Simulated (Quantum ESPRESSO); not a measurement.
# Ta (Im-3m) in Quantum ESPRESSO: notebook

One crystal, Ta, is run at these levels: LDA, PBE, PBEsol; tasks: phonon dispersion, phonons.

All numbers are computed with Quantum ESPRESSO 7.5; they aren't measurements. Logs are shortened: lines on timing, memory, paths and dates and some standing lists are left out, and cuts for length are marked.

## (1) Starting point

It takes space group Im-3m (No. 229, cubic). Conventional cell: a = 3.303 Å, b = 3.303 Å, c = 3.303 Å, α = 90.00°, β = 90.00°, γ = 90.00°. Ta (site symmetry m-3m) has 8 Ta at 2.86 Å as nearest neighbours.

## (2) Phonon dispersion, LDA

Contents of pw.in:

```
&CONTROL
  calculation = 'scf'
  prefix = 'pwscf'
  outdir = './tmp'
  pseudo_dir = './pseudo'
  tprnfor = .true.
  tstress = .true.
  disk_io = 'low'
/
&SYSTEM
  ibrav = 0
  nat = 1
  ntyp = 1
  ecutwfc = 58
  nbnd = 12
  occupations = 'smearing'
  smearing = 'mv'
  degauss = 0.01469973
/
&ELECTRONS
  conv_thr = 2d-10
  electron_maxstep = 120
  mixing_beta = 0.5
/
ATOMIC_SPECIES
Ta   180.9479 Ta.upf
CELL_PARAMETERS angstrom
  -1.6512800000    1.6512800000    1.6512800000
   1.6512800000   -1.6512800000    1.6512800000
   1.6512800000    1.6512800000   -1.6512800000
ATOMIC_POSITIONS crystal
Ta     0.0000000000    0.0000000000    0.0000000000
K_POINTS automatic
12 12 12 0 0 0
```

Contents of relax.in:

```
&CONTROL
  calculation = 'vc-relax'
  prefix = 'pwscf'
  outdir = './tmp'
  pseudo_dir = './pseudo'
  tprnfor = .true.
  tstress = .true.
  disk_io = 'low'
  nstep = 40
  forc_conv_thr = 0.0001
  etot_conv_thr = 1d-06
/
&SYSTEM
  ibrav = 0
  nat = 1
  ntyp = 1
  ecutwfc = 58
  nbnd = 12
  occupations = 'smearing'
  smearing = 'mv'
  degauss = 0.01469973
/
&ELECTRONS
  conv_thr = 2d-10
  electron_maxstep = 120
  mixing_beta = 0.5
/
&IONS
  ion_dynamics = 'bfgs'
/
&CELL
  cell_dynamics = 'bfgs'
  press = 0
  press_conv_thr = 0.2
/
ATOMIC_SPECIES
Ta   180.9479 Ta.upf
CELL_PARAMETERS angstrom
  -1.6512800000    1.6512800000    1.6512800000
   1.6512800000   -1.6512800000    1.6512800000
   1.6512800000    1.6512800000   -1.6512800000
ATOMIC_POSITIONS crystal
Ta     0.0000000000    0.0000000000    0.0000000000
K_POINTS automatic
12 12 12 0 0 0
```

Contents of scf2.in:

```
&CONTROL
  calculation = 'scf'
  prefix = 'pwscf'
  outdir = './tmp'
  pseudo_dir = './pseudo'
  tprnfor = .true.
  tstress = .true.
  disk_io = 'low'
/
&SYSTEM
  ibrav = 0
  nat = 1
  ntyp = 1
  ecutwfc = 58
  nbnd = 12
  occupations = 'smearing'
  smearing = 'mv'
  degauss = 0.01469973
/
&ELECTRONS
  conv_thr = 1d-13
  electron_maxstep = 120
  mixing_beta = 0.5
  startingpot = 'file'
  startingwfc = 'file'
/
ATOMIC_SPECIES
Ta   180.9479 Ta.upf
CELL_PARAMETERS angstrom
  -1.6193774059    1.6193774059    1.6193774059
   1.6193774059   -1.6193774059    1.6193774059
   1.6193774059    1.6193774059   -1.6193774059
ATOMIC_POSITIONS crystal
Ta     0.0000000000    0.0000000000    0.0000000000
K_POINTS automatic
12 12 12 0 0 0
```

Contents of ph.in:

```
phonon_bands of Ta
&INPUTPH
  prefix = 'pwscf'
  outdir = './tmp'
  tr2_ph = 1d-18
  fildyn = 'dyn'
  niter_ph = 90
  alpha_mix(1) = 0.4
  ldisp = .true.
  nq1 = 2
  nq2 = 2
  nq3 = 2
/
```

Contents of q2r.in:

```
&INPUT
  fildyn = 'dyn'
  zasr = 'crystal'
  flfrc = 'fc'
/
```

Contents of matdyn.in:

```
&INPUT
  asr = 'crystal'
  flfrc = 'fc'
  flfrq = 'freq'
  q_in_cryst_coord = .true.
  flvec = ' '
/
80
 0.0000000000  0.0000000000  0.0000000000
 0.0312500000 -0.0312500000  0.0312500000
 0.0625000000 -0.0625000000  0.0625000000
 0.0937500000 -0.0937500000  0.0937500000
 0.1250000000 -0.1250000000  0.1250000000
 0.1562500000 -0.1562500000  0.1562500000
 0.1875000000 -0.1875000000  0.1875000000
 0.2187500000 -0.2187500000  0.2187500000
 0.2500000000 -0.2500000000  0.2500000000
 0.2812500000 -0.2812500000  0.2812500000
 0.3125000000 -0.3125000000  0.3125000000
 0.3437500000 -0.3437500000  0.3437500000
 0.3750000000 -0.3750000000  0.3750000000
 0.4062500000 -0.4062500000  0.4062500000
 0.4375000000 -0.4375000000  0.4375000000
 0.4687500000 -0.4687500000  0.4687500000
 0.5000000000 -0.5000000000  0.5000000000
 0.4545454545 -0.4545454545  0.5000000000
 0.4090909091 -0.4090909091  0.5000000000
 0.3636363636 -0.3636363636  0.5000000000
 0.3181818182 -0.3181818182  0.5000000000
 0.2727272727 -0.2727272727  0.5000000000
 0.2272727273 -0.2272727273  0.5000000000
 0.1818181818 -0.1818181818  0.5000000000
 0.1363636364 -0.1363636364  0.5000000000
 0.0909090909 -0.0909090909  0.5000000000
 0.0454545455 -0.0454545455  0.5000000000
 0.0000000000  0.0000000000  0.5000000000
 0.0000000000  0.0000000000  0.4583333333
 0.0000000000  0.0000000000  0.4166666667
 0.0000000000  0.0000000000  0.3750000000
 0.0000000000  0.0000000000  0.3333333333
 0.0000000000  0.0000000000  0.2916666667
 0.0000000000  0.0000000000  0.2500000000
 0.0000000000  0.0000000000  0.2083333333
 0.0000000000  0.0000000000  0.1666666667
 0.0000000000  0.0000000000  0.1250000000
 0.0000000000  0.0000000000  0.0833333333
 0.0000000000  0.0000000000  0.0416666667
 0.0000000000  0.0000000000  0.0000000000
 0.0166666667  0.0166666667  0.0166666667
 0.0333333333  0.0333333333  0.0333333333
 0.0500000000  0.0500000000  0.0500000000
 0.0666666667  0.0666666667  0.0666666667
 0.0833333333  0.0833333333  0.0833333333
 0.1000000000  0.1000000000  0.1000000000
 0.1166666667  0.1166666667  0.1166666667
 0.1333333333  0.1333333333  0.1333333333
 0.1500000000  0.1500000000  0.1500000000
 0.1666666667  0.1666666667  0.1666666667
 0.1833333333  0.1833333333  0.1833333333
 0.2000000000  0.2000000000  0.2000000000
 0.2166666667  0.2166666667  0.2166666667
 0.2333333333  0.2333333333  0.2333333333
 0.2500000000  0.2500000000  0.2500000000
 0.2666666667  0.2000000000  0.2666666667
 0.2833333333  0.1500000000  0.2833333333
 0.3000000000  0.1000000000  0.3000000000
 0.3166666667  0.0500000000  0.3166666667
 0.3333333333  0.0000000000  0.3333333333
 0.3500000000 -0.0500000000  0.3500000000
 0.3666666667 -0.1000000000  0.3666666667
 0.3833333333 -0.1500000000  0.3833333333
 0.4000000000 -0.2000000000  0.4000000000
 0.4166666667 -0.2500000000  0.4166666667
 0.4333333333 -0.3000000000  0.4333333333
 0.4500000000 -0.3500000000  0.4500000000
 0.4666666667 -0.4000000000  0.4666666667
 0.4833333333 -0.4500000000  0.4833333333
 0.5000000000 -0.5000000000  0.5000000000
 0.2500000000  0.2500000000  0.2500000000
 0.2222222222  0.2222222222  0.2777777778
 0.1944444444  0.1944444444  0.3055555556
 0.1666666667  0.1666666667  0.3333333333
 0.1388888889  0.1388888889  0.3611111111
 0.1111111111  0.1111111111  0.3888888889
 0.0833333333  0.0833333333  0.4166666667
 0.0555555556  0.0555555556  0.4444444444
 0.0277777778  0.0277777778  0.4722222222
 0.0000000000  0.0000000000  0.5000000000
```

Contents of matdyn_dos.in:

```
&INPUT
  asr = 'crystal'
  flfrc = 'fc'
  dos = .true.
  fldos = 'phdos'
  nk1 = 18
  nk2 = 18
  nk3 = 18
  deltaE = 0.5
  flvec = ' '
  flfrq = ' '
/
```

Contents of matdyn_mesh.in:

```
&INPUT
  asr = 'crystal'
  flfrc = 'fc'
  flfrq = 'mesh'
  q_in_cryst_coord = .true.
  flvec = ' '
/
1000
 0.05000000  0.05000000  0.05000000
 0.05000000  0.05000000  0.15000000
 0.05000000  0.05000000  0.25000000
[... 997 further points of the even 10 x 10 x 10 mesh, shifted by half a step ...]
```

Potentials or basis: PseudoDojo 0.4.1 SR LDA standard.

Command:

```
OMP_NUM_THREADS=1 pw.x -in pw.in > pw.out
OMP_NUM_THREADS=1 pw.x -in relax.in > relax.out
OMP_NUM_THREADS=1 pw.x -in scf2.in > scf2.out
OMP_NUM_THREADS=1 ph.x -in ph.in > ph.out
OMP_NUM_THREADS=1 q2r.x -in q2r.in > q2r.out
OMP_NUM_THREADS=1 matdyn.x -in matdyn.in > matdyn.out
OMP_NUM_THREADS=1 matdyn.x -in matdyn_dos.in > matdyn_dos.out
OMP_NUM_THREADS=1 matdyn.x -in matdyn_mesh.in > matdyn_mesh.out
```

pw.out:

```text
This program is part of the open-source Quantum ESPRESSO suite
     for quantum simulation of materials; please cite
[... 9 lines left out ...]
     --------------------
     sticks:   dense  smooth     PW     G-vecs:    dense   smooth      PW
     Sum         507     507    197                 7155     7155    1721

     Using Slab Decomposition

     bravais-lattice index     =            0
     lattice parameter (alat)  =       5.4048  a.u.
     unit-cell volume          =     121.5399 (a.u.)^3
     number of atoms/cell      =            1
     number of atomic types    =            1
     number of electrons       =        13.00
     number of Kohn-Sham states=           12
     kinetic-energy cutoff     =      58.0000  Ry
     charge density cutoff     =     232.0000  Ry
     scf convergence threshold =      2.0E-10
     mixing beta               =       0.5000
     number of iterations used =            8  plain     mixing
     Exchange-correlation= SLA  PW   NOGX NOGC
                           (   1   4   0   0   0   0   0)

     celldm(1)=   5.404807  celldm(2)=   0.000000  celldm(3)=   0.000000
     celldm(4)=   0.000000  celldm(5)=   0.000000  celldm(6)=   0.000000

     crystal axes: (cart. coord. in units of alat)
               a(1) = (  -0.577350   0.577350   0.577350 )
               a(2) = (   0.577350  -0.577350   0.577350 )
               a(3) = (   0.577350   0.577350  -0.577350 )

     reciprocal axes: (cart. coord. in units 2 pi/alat)
               b(1) = ( -0.000000  0.866025  0.866025 )
               b(2) = (  0.866025 -0.000000  0.866025 )
               b(3) = (  0.866025  0.866025  0.000000 )

     PseudoPot. # 1 for Ta read from file:
     Ta.upf
     Pseudo is Norm-conserving + core correction, Zval = 13.0
     Generated using ONCVPSP code by D. R. Hamann
     Using radial grid of 1432 points,  8 beta functions with:
                l(1) =   0
                l(2) =   0
                l(3) =   1
                l(4) =   1
                l(5) =   2
                l(6) =   2
                l(7) =   3
                l(8) =   3

     atomic species   valence    mass     pseudopotential
     Ta               13.00   180.94790     Ta( 1.00)

     48 Sym. Ops., with inversion, found

   Cartesian axes

     site n.     atom                  positions (alat units)
         1        Ta     tau(   1) = (   0.0000000   0.0000000   0.0000000  )

     number of k points=    72  Marzari-Vanderbilt smearing, width (Ry)=  0.0147
                       cart. coord. in units 2pi/alat
        k(    1) = (   0.0000000   0.0000000   0.0000000), wk =   0.0011574
        k(    2) = (   0.0721688   0.0721688   0.0000000), wk =   0.0138889
        k(    3) = (   0.1443376   0.1443376   0.0000000), wk =   0.0138889
        k(    4) = (   0.2165064   0.2165064   0.0000000), wk =   0.0138889
        k(    5) = (   0.2886751   0.2886751   0.0000000), wk =   0.0138889
        k(    6) = (   0.3608439   0.3608439   0.0000000), wk =   0.0138889
[... 64 lines left out ...]
        k(   71) = (  -0.8660254  -0.0721688  -0.0721688), wk =   0.0138889
        k(   72) = (  -0.8660254  -0.8660254  -0.8660254), wk =   0.0011574

     Dense  grid:     7155 G-vectors     FFT dimensions: (  27,  27,  27)

     Initial potential from superposition of free atoms

     starting charge      12.9993, renormalised to      13.0000
     Starting wfcs are   10 randomized atomic wfcs +    2 random wfcs

     Self-consistent Calculation

     iteration #  1     ecut=    58.00 Ry     beta= 0.50
     Davidson diagonalization with overlap
     ethr =  1.00E-02,  avg # of iterations =  3.5

     Threshold (ethr) on eigenvalues was too large:
     Diagonalizing with lowered threshold

     Davidson diagonalization with overlap
     ethr =  1.59E-04,  avg # of iterations =  2.4

     total energy              =    -130.32326044 Ry
     estimated scf accuracy    <       0.02163822 Ry

     iteration #  2     ecut=    58.00 Ry     beta= 0.50
     Davidson diagonalization with overlap
     ethr =  1.66E-04,  avg # of iterations =  1.9

     total energy              =    -130.32517729 Ry
     estimated scf accuracy    <       0.00137005 Ry

     iteration #  3     ecut=    58.00 Ry     beta= 0.50
     Davidson diagonalization with overlap
     ethr =  1.05E-05,  avg # of iterations =  2.4

     total energy              =    -130.32531318 Ry
     estimated scf accuracy    <       0.00010001 Ry

     iteration #  4     ecut=    58.00 Ry     beta= 0.50
     Davidson diagonalization with overlap
     ethr =  7.69E-07,  avg # of iterations =  1.5

     total energy              =    -130.32531674 Ry
     estimated scf accuracy    <       0.00000097 Ry

     iteration #  5     ecut=    58.00 Ry     beta= 0.50
     Davidson diagonalization with overlap
     ethr =  7.48E-09,  avg # of iterations =  2.1

     total energy              =    -130.32531697 Ry
     estimated scf accuracy    <       0.00000005 Ry

     iteration #  6     ecut=    58.00 Ry     beta= 0.50
     Davidson diagonalization with overlap
     ethr =  3.60E-10,  avg # of iterations =  2.0

     total energy              =    -130.32531698 Ry
     estimated scf accuracy    <          1.0E-09 Ry

     iteration #  7     ecut=    58.00 Ry     beta= 0.50
     Davidson diagonalization with overlap
     ethr =  7.76E-12,  avg # of iterations =  1.9

     End of self-consistent calculation

          k = 0.0000 0.0000 0.0000 (   935 PWs)   bands (ev):

   -49.0139 -14.9191 -14.9191 -14.9191  10.2117  18.7847  18.7847  18.7847
    22.0409  22.0409  32.7782  32.7782

          k = 0.0722 0.0722 0.0000 (   933 PWs)   bands (ev):

   -49.0062 -15.0049 -14.9456 -14.9195  10.5199  18.5885  18.7228  19.0882
    21.7409  22.0429  33.0465  33.3082

          k = 0.1443 0.1443 0.0000 (   929 PWs)   bands (ev):

   -48.9850 -15.2340 -15.0175 -14.9208  11.3697  18.0982  18.4257  19.9776
    21.3669  22.0833  33.5114  35.0937

          k = 0.2165 0.2165 0.0000 (   921 PWs)   bands (ev):

   -48.9560 -15.5354 -15.1140 -14.9226  12.5022  17.5112  18.0007  21.3843
    21.4591  22.2259  33.0403  34.6973

          k = 0.2887 0.2887 0.0000 (   905 PWs)   bands (ev):

   -48.9269 -15.8245 -15.2088 -14.9245  13.3994  16.9943  18.1251  21.8104
    22.4908  23.1637  31.6198  32.4902

          k = 0.3608 0.3608 0.0000 (   904 PWs)   bands (ev):

   -48.9055 -16.0293 -15.2770 -14.9258  13.6978  16.6500  19.0783  22.0005
    22.7946  24.9669  30.3740  30.5321

          k =-0.4330-0.4330 0.0000 (   886 PWs)   bands (ev):

   -48.8977 -16.1028 -15.3018 -14.9264  13.7204  16.5301  19.7904  21.9148
    22.9397  25.8691  29.7446  29.8889

          k = 0.1443 0.0722 0.0722 (   931 PWs)   bands (ev):

   -48.9917 -15.1627 -14.9747 -14.9402  11.1027  18.3249  18.4283  19.7300
    21.3291  22.1472  33.4807  34.3145

          k = 0.2165 0.1443 0.0722 (   909 PWs)   bands (ev):

   -48.9667 -15.4175 -15.0610 -14.9499  12.1264  17.7924  17.9973  20.9133
    21.1358  22.3514  33.7825  34.9657
[... 286 lines left out ...]
          k = 0.0000-0.0722 0.6495 (   898 PWs)   bands (ev):

   -48.8395 -15.7896 -15.6097 -15.5573  15.0852  15.2480  21.0527  21.0876
    24.1469  24.5407  30.7775  31.4924

          k =-0.8660-0.1443-0.1443 (   902 PWs)   bands (ev):

   -48.8331 -15.8363 -15.6373 -15.5496  14.9086  15.1777  21.0813  21.0845
    25.1263  26.5658  28.3852  30.3303

          k =-0.7939-0.0722-0.1443 (   901 PWs)   bands (ev):

   -48.8281 -15.7892 -15.7109 -15.5728  14.8243  14.9237  20.9748  22.8409
    24.1686  26.7038  28.8449  29.4981

          k = 0.0000 0.0000 0.7217 (   888 PWs)   bands (ev):

   -48.8232 -15.7442 -15.6877 -15.6877  14.6235  14.7375  22.7517  22.7517
    24.2762  25.0623  29.5599  29.5599

          k =-0.8660-0.0722-0.0722 (   888 PWs)   bands (ev):

   -48.8173 -15.7692 -15.7159 -15.6928  14.4732  14.5196  23.2459  23.2665
    24.9596  26.7192  27.6373  28.3360

          k =-0.8660-0.8660-0.8660 (   904 PWs)   bands (ev):

   -48.8115 -15.7444 -15.7444 -15.7444  14.2944  14.2944  24.8999  24.8999
    24.8999  26.7415  26.7415  26.7415

     the Fermi energy is    18.0879 ev

!    total energy              =    -130.32531698 Ry
     estimated scf accuracy    <          9.9E-11 Ry
     smearing contrib. (-TS)   =       0.00026519 Ry
     internal energy E=F+TS    =    -130.32558217 Ry

     The total energy is F=E-TS. E is the sum of the following terms:
     one-electron contribution =     -17.09783688 Ry
     hartree contribution      =      14.70859866 Ry
     xc contribution           =     -29.38852048 Ry
     ewald contribution        =     -98.54782347 Ry

     convergence has been achieved in   7 iterations

     Forces acting on atoms (cartesian axes, Ry/au):

     atom    1 type  1   force =     0.00000000    0.00000000    0.00000000

     Total force =     0.000000     Total SCF correction =     0.000000

     Computing stress (Cartesian axis) and pressure

          total   stress  (Ry/bohr**3)                   (kbar)     P=     -112.63
  -0.00076567  -0.00000000  -0.00000000         -112.63       -0.00       -0.00
  -0.00000000  -0.00076567  -0.00000000           -0.00     -112.63       -0.00
  -0.00000000  -0.00000000  -0.00076567           -0.00       -0.00     -112.63

=------------------------------------------------------------------------------=
   JOB DONE.
=------------------------------------------------------------------------------=
```

Run time: 5.4 min. Hardware: 1 thread of Intel Xeon Platinum 8259CL at 2.50GHz (Skylake/Cascade Lake), shared host; peak memory 0.09 GiB.

Results:

| Quantity | Value |
| --- | --- |
| Free energy | -1773.2042 eV |
| Relaxed volume | 16.99 Å³/atom |
| Relaxed cell | a = 2.805 Å, b = 2.805 Å, c = 2.805 Å, α = 109.47°, β = 109.47°, γ = 109.47° |
| Space group after relaxing (to 0.05 Å) | Im-3m (No. 229) |
| Pressure after relaxing | 0.0 GPa |
| Band gap on the k mesh | none (metal or under the smearing width) |
| Highest phonon frequency | 177 cm⁻¹ |
| Zero-point energy | 0.025 eV/atom |

The path:
```
step  energy change (eV)  largest force (eV/Å)  pressure (GPa)  volume (Å³)
   1              0.0000                0.0000          -11.26        18.01
   2             -0.0380                0.0000           -0.13        17.00
   3             -0.0380                0.0000            0.02        16.98
   4             -0.0380                0.0000            0.00        16.99
```

Final structure:
```yaml
crystal:
  lattice:
    - [-1.61938, 1.61938, 1.61938]
    - [1.61938, -1.61938, 1.61938]
    - [1.61938, 1.61938, -1.61938]
  atoms:
    - { symbol: Ta, position: [0.00000, 0.00000, 0.00000] }
```

Phonon frequencies in cm⁻¹ (negative: imaginary):
| q point | frequencies |
| --- | --- |
| (0.000, 0.000, 0.000) | 0 0 0 |
| (0.219, -0.219, 0.219) | 111 127 127 |
| (0.438, -0.438, 0.438) | 173 175 175 |
| (0.273, -0.273, 0.500) | 151 166 170 |
| (0.000, 0.000, 0.458) | 108 150 160 |
| (0.000, 0.000, 0.167) | 54 76 81 |
| (0.050, 0.050, 0.050) | 47 47 64 |
| (0.167, 0.167, 0.167) | 127 127 156 |
| (0.283, 0.150, 0.283) | 140 155 155 |
| (0.400, -0.200, 0.400) | 149 168 168 |
| (0.250, 0.250, 0.250) | 150 150 150 |
| (0.056, 0.056, 0.444) | 113 151 162 |

Phonon frequencies at the corners of the path (cm⁻¹, interpolated; i marks imaginary ones):
```csv
point,frequencies
Γ,0 0 0
H,177 177 177
N,109 151 162
P,150 150 150
```

Phonon states per cell in windows of 10 cm⁻¹ (negative: imaginary):
| from (cm⁻¹) | total |
| --- | --- |
| 0 | 0.00 |
| 10 | 0.00 |
| 20 | 0.00 |
| 30 | 0.01 |
| 40 | 0.01 |
| 50 | 0.02 |
| 60 | 0.04 |
| 70 | 0.05 |
| 80 | 0.08 |
| 90 | 0.11 |
| 100 | 0.18 |
| 110 | 0.27 |
| 120 | 0.32 |
| 130 | 0.33 |
| 140 | 0.39 |
| 150 | 0.59 |
| 160 | 0.51 |
| 170 | 0.09 |

Harmonic thermodynamics per atom at this volume (zero-point energy 25.2 meV, Debye temperature from the second moment 257 K):
```
 T (K)  free energy (meV)  entropy (k_B)  heat capacity Cv (k_B)
    50               24.8           0.39                    1.01
   100               20.6           1.53                    2.20
   200               -0.7           3.28                    2.77
298.15              -33.5           4.42                    2.89
   500             -124.6           5.93                    2.96
   800             -297.4           7.33                    2.98
```

Caveat: the q mesh is small, so phonon branches between its points and thermal values are rough. The run has no spin-orbit coupling, so splittings on Ta are missing.

(Continued in part 2 of 5.)
